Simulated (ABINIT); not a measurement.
# Pd (P6_3/mmc) in ABINIT: notebook

The runs below take Pd through single point, with BLYP, AM05, r2SCAN, SCAN.

Program: ABINIT 10.8.3 (patched build). These are calculated values, not measurements. Logs are shortened: lines on timing, memory, paths and dates and some standing lists are left out, and cuts for length are marked. The log counts tension as positive stress, the text compression.

### Step 1. The structure

Symmetry: P6_3/mmc, No. 194, hexagonal system. The conventional cell has a = 2.784 Å, b = 2.784 Å, c = 4.629 Å, α = 90.00°, β = 90.00°, γ = 120.00°. Around Pd (site symmetry -6m2) lie 12 Pd at 2.78 to 2.82 Å.

This isn't the form of Pd at room conditions, which is fcc.

### Step 2. Single point, BLYP

Contents of run.abi:

```
# Pseudopotentials
pp_dirpath "./"
pseudos "Pd.GGA_PBE-JTH.xml"

# Structure
acell 5.2603645593 5.2603645593 8.7473400302
rprim
     1.0000000000     0.0000000000     0.0000000000
    -0.5000000000     0.8660254038     0.0000000000
     0.0000000000     0.0000000000     1.0000000000
ntypat 1
znucl 46
natom 2
typat 1 1
xred
     0.3333333333     0.6666666667     0.2500000000
     0.6666666667     0.3333333333     0.7500000000

# Plane-wave basis
ecut 26.0
pawecutdg 48.0
pawxcdev 0

# k points
kptopt 1
ngkpt 11 11 6
nshiftk 1
shiftk 0.0 0.0 0.0

# Exchange and correlation
ixc -106131

# Bands and occupations
nband 22
occopt 3
tsmear 0.00183747

# SCF cycle
nstep 100
tolvrs 1.0e-9

# Output
iomode 3
prtwf 0
prteig 0
prtebands 0
enunit 2
prtden 1
prtvha 1
prtvclmb 1
prtpot 1
```

Potentials or basis: JTH PAW PBE v2.0.

Started as:

```bash
$ abinit run.abi > log 2>&1
```

run.abo:

```text
.Version 10.8.3 of ABINIT
 Symmetries : space group P6_3/m m c (#194); Bravais hP (primitive hexag.)
================================================================================
 Values of the parameters that define the memory need of the present run
     intxc =       0    ionmov =       0      iscf =      17    lmnmax =      18
     lnmax =       6     mgfft =      45  mpssoang =       3    mqgrid =    3001
     natom =       2  nloc_mem =       2    nspden =       1   nspinor =       1
    nsppol =       1      nsym =      24    n1xccc =       1    ntypat =       1
    occopt =       3   xclevel =       2
       mpw =        1350          nfft =       32805          nkpt =          64
 PAW method is used; the additional fine FFT grid is defined by:
   mgfftf=        60    nfftf =     77760
================================================================================
================================================================================

--------------------------------------------------------------------------------
------------- Echo of variables that govern the present computation ------------
--------------------------------------------------------------------------------
 -outvars: echo values of preprocessed input variables --------
            acell      5.2603645593E+00  5.2603645593E+00  8.7473400302E+00 Bohr
              amu      1.06420000E+02
             ecut      2.60000000E+01 Hartree
           enunit           2
                       outvar_i_n : Printing only first  50 k-points.
              ixc     -106131
                       outvar_i_n : Printing only first  50 k-points.
         kptrlatt       11    0    0      0   11    0      0    0    6
          kptrlen      5.24840402E+01
            natom           2
            nband          22
            ngfft          27      27      45
          ngfftdg          36      36      60
             nkpt          64
            nstep         100
             nsym          24
           ntypat           1
                       prtocc : prtvol=0, do not print more k-points.
           occopt           3
        pawecutdg      4.80000000E+01 Hartree
         pawxcdev           0
        prtebands           0
           prteig           0
           prtpot           1
         prtvclmb           1
           prtvha           1
            prtwf           0
            rprim      1.0000000000E+00  0.0000000000E+00  0.0000000000E+00
                      -5.0000000000E-01  8.6602540380E-01  0.0000000000E+00
                       0.0000000000E+00  0.0000000000E+00  1.0000000000E+00
          spgroup         194
           tolvrs      1.00000000E-09
           tsmear      1.83747000E-03 Hartree
            typat      1  1
           useylm           1
                       outvars : Printing only first  50 k-points.
           xangst     -8.0542189207E-18  1.6071497625E+00  1.1572232492E+00
                       1.3918325220E+00  8.0357488124E-01  3.4716697476E+00
            xcart     -1.5220267918E-17  3.0370728944E+00  2.1868350076E+00
                       2.6301822796E+00  1.5185364472E+00  6.5605050227E+00
             xred      3.3333333333E-01  6.6666666667E-01  2.5000000000E-01
                       6.6666666667E-01  3.3333333333E-01  7.5000000000E-01
            znucl       46.00000

================================================================================

 chkinp: Checking input parameters for consistency.

================================================================================
== DATASET  1 ==================================================================

--- !DatasetInfo
iteration_state: {dtset: 1, }
dimensions: {natom: 2, nkpt: 64, mband: 22, nsppol: 1, nspinor: 1, nspden: 1, mpw: 1350, }
cutoff_energies: {ecut:  26.0, pawecutdg:  48.0, }
electrons: {nelect:   3.60000000E+01, charge:   0.00000000E+00, occopt:   3.00000000E+00, tsmear:   1.83747000E-03, }
meta: {optdriver: 0, ionmov: 0, optcell: 0, iscf: 17, paral_kgb: 0, }
...

 Real(R)+Recip(G) space primitive vectors, cartesian coordinates (Bohr,Bohr^-1):
 R(1)=  5.2603646  0.0000000  0.0000000  G(1)=  0.1901009  0.1097548  0.0000000
 R(2)= -2.6301823  4.5556093  0.0000000  G(2)=  0.0000000  0.2195096  0.0000000
 R(3)=  0.0000000  0.0000000  8.7473400  G(3)=  0.0000000  0.0000000  0.1143205
 Unit cell volume ucvol=  2.0962271E+02 bohr^3
 Angles (23,13,12)=  9.00000000E+01  9.00000000E+01  1.20000000E+02 degrees

 Coarse grid specifications (used for wave-functions):

 getcut: wavevector=  0.0000  0.0000  0.0000  ngfft=  27  27  45
         ecut(hartree)=     26.000   => boxcut(ratio)=   2.15543

 Fine grid specifications (used for densities):

 getcut: wavevector=  0.0000  0.0000  0.0000  ngfft=  36  36  60
         ecut(hartree)=     48.000   => boxcut(ratio)=   2.19432

--- Pseudopotential description ------------------------------------------------
- pspini: atom type   1  psp file is ./Pd.GGA_PBE-JTH.xml
 Pseudopotential format is: paw10
[... 63 lines left out ...]
convergence: {deltae: -2.046E-12, res2:  4.032E-10, residm:  7.199E-06, diffor: null, }
etotal    :  -2.57512514E+02
entropy   :   0.00000000E+00
fermie    :   4.15122318E-01
cartesian_stress_tensor: # hartree/bohr^3
- [ -2.83078417E-04,   0.00000000E+00,   0.00000000E+00, ]
- [  0.00000000E+00,  -2.83078419E-04,   0.00000000E+00, ]
- [  0.00000000E+00,   0.00000000E+00,  -2.92139671E-04, ]
pressure_GPa:   8.4173E+00
xred      :
- [  3.3333E-01,   6.6667E-01,   2.5000E-01, Pd]
- [  6.6667E-01,   3.3333E-01,   7.5000E-01, Pd]
cartesian_forces: # hartree/bohr
- [  5.11874261E-29,   8.86592228E-29,  -0.00000000E+00, ]
- [ -5.11874261E-29,  -8.86592228E-29,  -0.00000000E+00, ]
force_length_stats: {min:   1.02374852E-28, max:   1.02374852E-28, mean:   1.02374852E-28, }
...

 Integrated electronic density in atomic spheres:
 ------------------------------------------------
 Atom  Sphere_radius  Integrated_density
    1        2.51165         16.89100318
    2        2.51165         16.89100318

================================================================================

 ----iterations are completed or convergence reached----

 Mean square residual over all n,k,spin=   16.190E-09; max=  71.990E-07
 reduced coordinates (array xred) for    2 atoms
       0.333333333333      0.666666666667      0.250000000000
       0.666666666667      0.333333333333      0.750000000000
 rms dE/dt=  2.1985E-28; max dE/dt=  2.6926E-28; dE/dt below (all hartree)
    1      -0.000000000000     -0.000000000000      0.000000000000
    2       0.000000000000      0.000000000000      0.000000000000

 cartesian coordinates (angstrom) at end:
    1     -0.00000000000000     1.60714976247844     1.15722324921528
    2      1.39183252196745     0.80357488123922     3.47166974764583

 cartesian forces (hartree/bohr) at end:
    1      0.00000000000000     0.00000000000000    -0.00000000000000
    2     -0.00000000000000    -0.00000000000000    -0.00000000000000
 frms,max,avg= 5.9106149E-29 8.8659223E-29   0.000E+00  0.000E+00  0.000E+00 h/b

 cartesian forces (eV/Angstrom) at end:
    1      0.00000000000000     0.00000000000000    -0.00000000000000
    2     -0.00000000000000    -0.00000000000000    -0.00000000000000
 frms,max,avg= 3.0393604E-27 4.5590405E-27   0.000E+00  0.000E+00  0.000E+00 e/A
 length scales=  5.260364559300  5.260364559300  8.747340030200 bohr
              =  2.783665043935  2.783665043935  4.628892996861 angstroms
 Fermi (or HOMO) energy (hartree) =   0.41512   Average Vxc (hartree)=  -0.42670
 Eigenvalues (hartree) for nkpt=  64  k points:
 kpt#   1, nband= 22, wtk=  0.00138, kpt=  0.0000  0.0000  0.0000 (reduced coord)
  -2.66963   -2.66819   -1.41364   -1.40536   -1.40536   -1.40373   -1.40373   -1.40177
   0.17036    0.23516    0.31510    0.32172    0.32172    0.33357    0.33357    0.35712
   0.35712    0.40621    0.40621    0.46158    0.65684    1.05444
      occupation numbers for kpt#   1
   2.00000    2.00000    2.00000    2.00000    2.00000    2.00000    2.00000    2.00000
   2.00000    2.00000    2.00000    2.00000    2.00000    2.00000    2.00000    2.00000
   2.00000    1.98445    1.98445    0.00000    0.00000    0.00000
 prteigrs : prtvol=0 or 1, do not print more k-points.

 Fermi (or HOMO) energy (eV) =  11.29605   Average Vxc (eV)= -11.61111
 Eigenvalues (   eV  ) for nkpt=  64  k points:
 kpt#   1, nband= 22, wtk=  0.00138, kpt=  0.0000  0.0000  0.0000 (reduced coord)
 -72.64437  -72.60503  -38.46703  -38.24178  -38.24178  -38.19731  -38.19731  -38.14405
   4.63580    6.39891    8.57422    8.75438    8.75438    9.07679    9.07679    9.71779
   9.71779   11.05360   11.05360   12.56022   17.87351   28.69279
 prteigrs : prtvol=0 or 1, do not print more k-points.

--- !EnergyTerms
iteration_state     : {dtset: 1, }
comment             : Components of total free energy in Hartree
kinetic             :  2.64173441879444E+01
hartree             :  3.06906344552454E+01
xc                  : -8.32988611270036E+00
Ewald energy        : -1.98463701987193E+02
psp_core            :  1.56405347993528E+01
local_psp           : -1.03863590584084E+02
PAW spherical_terms : -1.96020786100069E+01
internal            : -2.57510743851442E+02
'-kT*entropy'       : -1.74940458122610E-03
total_energy        : -2.57512493256023E+02
total_energy_eV     : -7.00727191715522E+03
...

--- !EnergyTermsDC
iteration_state     : {dtset: 1, }
comment             : '"Double-counting" decomposition of free energy'
band_energy         : -2.10203192372662E+01
Ewald energy        : -1.98463701987193E+02
psp_core            :  1.56405347993528E+01
xc_dc               : -2.94743527947505E+01
PAW spherical_terms : -2.41929249345622E+01
internal            : -2.57510764154419E+02
'-kT*entropy'       : -1.74940458122610E-03
total_energy_dc     : -2.57512513559000E+02
total_energy_dc_eV  : -7.00727246962737E+03
...

--- !EnergyTermsWithPAWCore
iteration_state     : {dtset: 1, }
comment             : 'Components of total free energy, including PAW core contributions'
Total energy        : -1.00931266817557E+04
Total energy DC     : -1.00931267020587E+04
Total energy (eV)   : -2.74647968566870E+05
Total energy DC (eV): -2.74647969119342E+05
...

 Cartesian components of stress tensor (hartree/bohr^3)
  sigma(1 1)= -2.83078417E-04  sigma(3 2)=  0.00000000E+00
  sigma(2 2)= -2.83078419E-04  sigma(3 1)=  0.00000000E+00
  sigma(3 3)= -2.92139671E-04  sigma(2 1)=  0.00000000E+00

-Cartesian components of stress tensor (GPa)         [Pressure=  8.4173E+00 GPa]
- sigma(1 1)= -8.32845456E+00  sigma(3 2)=  0.00000000E+00
- sigma(2 2)= -8.32845463E+00  sigma(3 1)=  0.00000000E+00
- sigma(3 3)= -8.59504585E+00  sigma(2 1)=  0.00000000E+00

== END DATASET(S) ==============================================================
================================================================================

 -outvars: echo values of variables after computation  --------
            acell      5.2603645593E+00  5.2603645593E+00  8.7473400302E+00 Bohr
           etotal     -2.5751251356E+02
            fcart      5.1187426134E-29  8.8659222771E-29 -0.0000000000E+00
                      -5.1187426134E-29 -8.8659222771E-29 -0.0000000000E+00
            rprim      1.0000000000E+00  0.0000000000E+00  0.0000000000E+00
                      -5.0000000000E-01  8.6602540380E-01  0.0000000000E+00
                       0.0000000000E+00  0.0000000000E+00  1.0000000000E+00
           strten     -2.8307841663E-04 -2.8307841930E-04 -2.9213967052E-04
                       0.0000000000E+00  0.0000000000E+00  0.0000000000E+00
           xangst     -8.0542189207E-18  1.6071497625E+00  1.1572232492E+00
                       1.3918325220E+00  8.0357488124E-01  3.4716697476E+00
             xred      3.3333333333E-01  6.6666666667E-01  2.5000000000E-01
                       6.6666666667E-01  3.3333333333E-01  7.5000000000E-01
 Calculation completed.
```

It took 2.4 min on 1 thread of Arm Neoverse V1, shared host; peak memory 0.19 GiB.

Results:

```
Free energy                                           : -7007.2725 eV
Pressure                                              : 8.4 GPa
Band gap on the k mesh                                : none (metal or under the smearing width)
Valence electrons inside the program's atomic spheres : Pd 16.89 (radii [1.3291] Å)
```

Stress tensor (GPa, compression positive):
```
8.33 0.00 0.00
0.00 8.33 0.00
0.00 0.00 8.60
```

Caveat: the PAW data sets were made with another functional, which shifts forces and pressure a little.

### Step 3. Single point, AM05

Edit run.abi of step 2 so:

```diff
@@ -30,3 +30,3 @@
 # Exchange and correlation
-ixc -106131
+ixc -120135
```

Potentials or basis: JTH PAW PBE v2.0.

Started as:

```bash
$ abinit run.abi > log 2>&1
```

Run time: 2.4 min. Hardware: 1 thread of Arm Neoverse V1, shared host; peak memory 0.19 GiB.

The run converged. Its results:

```
Free energy                                           : -7007.8753 eV
Pressure                                              : -11.2 GPa
Band gap on the k mesh                                : none (metal or under the smearing width)
Valence electrons inside the program's atomic spheres : Pd 16.84 (radii [1.3291] Å)
```

Stress tensor (GPa, compression positive):
```
-11.33   0.00   0.00
  0.00 -11.33   0.00
  0.00   0.00 -11.08
```

Levels at points of the mesh, in eV from the Fermi level:
```csv
k point,band 14,band 15,band 16,band 17,band 18,band 19,band 20,band 21,band 22
"(0.00, 0.00, 0.00)",-2.22,-2.22,-1.56,-1.56,-0.23,-0.23,0.90,6.56,16.89
"(0.00, 0.00, 0.50)",-2.59,-2.59,-2.59,-0.66,-0.66,-0.66,-0.66,13.57,13.57
```

Caveat: the PAW data sets were made with another functional, which shifts forces and pressure a little.

### Step 4. Single point, r2SCAN

Edit run.abi of step 3 so:

```diff
@@ -21,3 +21,2 @@
 pawecutdg 48.0
-pawxcdev 0
 
@@ -30,3 +29,5 @@
 # Exchange and correlation
-ixc -120135
+ixc -497498
+usekden 1
+pawxcdev 0
 
@@ -39,3 +40,3 @@
 nstep 100
-tolvrs 1.0e-9
+tolvrs 1.0e-7
```

Started as:

```bash
$ abinit run.abi > log 2>&1
```

Run time: 7.3 min. Hardware: 1 thread of Arm Neoverse V1, shared host; peak memory 0.2 GiB.

The run converged. Its results:

```yaml
Free_energy: -6123.8017 eV
Pressure: -3.8 GPa
Band_gap_on_the_k_mesh: none (metal or under the smearing width)
Valence_electrons_inside_the_program's_atomic_spheres: Pd 16.89 (radii [1.3291] Å)
```

Stress tensor (GPa, compression positive):
```
-3.99  0.00  0.00
 0.00 -3.99  0.00
 0.00  0.00 -3.29
```

Levels at points of the mesh, in eV from the Fermi level:
```
           k point  band 15  band 16  band 17  band 18  band 19  band 20  band 21  band 22
(0.00, 0.00, 0.00)    -2.28    -1.64    -1.64    -0.27    -0.27     1.38     6.98    17.81
(0.00, 0.00, 0.50)    -2.64    -2.64    -0.71    -0.71    -0.71    -0.71    14.34    14.34
```

Caveat: totals of a meta-GGA on PAW files have another zero than those of a GGA; the PAW data sets were made with another functional, which shifts forces and pressure a little.

### Step 5. Single point, SCAN

Edit run.abi of step 4 so:

```diff
@@ -29,3 +29,3 @@
 # Exchange and correlation
-ixc -497498
+ixc -263267
 usekden 1
```

Started as:

```bash
$ abinit run.abi > log 2>&1
```

Run time: 6.9 min. Hardware: 1 thread of Arm Neoverse V1, shared host; peak memory 0.2 GiB.

It converged, with:

- Free energy: -6153.8587 eV
- Pressure: -7.2 GPa
- Band gap on the k mesh: none (metal or under the smearing width)
- Valence electrons inside the program's atomic spheres: Pd 16.88 (radii [1.3291] Å)

Stress tensor (GPa, compression positive):
```
-7.60  0.00  0.00
 0.00 -7.60  0.00
 0.00  0.00 -6.40
```

Levels at points of the mesh, in eV from the Fermi level:
```
           k point  band 15  band 16  band 17  band 18  band 19  band 20  band 21  band 22
(0.00, 0.00, 0.00)    -2.30    -1.67    -1.67    -0.29    -0.29     1.25     6.87    17.81
(0.00, 0.00, 0.50)    -2.67    -2.67    -0.73    -0.73    -0.73    -0.73    14.29    14.29
```

Caveat: totals of a meta-GGA on PAW files have another zero than those of a GGA; the PAW data sets were made with another functional, which shifts forces and pressure a little.

### Step 6. The runs side by side

| level | gap on the mesh (eV) | pressure (GPa) |
| --- | --- | --- |
| BLYP | none | 8.4 |
| AM05 | none | -11.2 |
| r2SCAN | none | -3.8 |
| SCAN | none | -7.2 |

Alike in all rows: task single point; potentials or basis JTH PAW PBE v2.0; no spin polarisation; cell as given; k mesh 11 × 11 × 6; cutoff (eV) 707; smearing fermi-dirac 0.05 eV.

Every run on the cell as given and a fine mesh finds a metal. The pressure there spans -11.2 GPa (AM05) to 8.4 GPa (BLYP); a positive pressure means that this level wants a larger cell, a negative one a smaller.

Caveats: the PAW data sets were made with another functional, which shifts forces and pressure a little; totals of a meta-GGA on PAW files have another zero than those of a GGA (some runs).

Absolute energies hang on the potentials; compare differences alone.
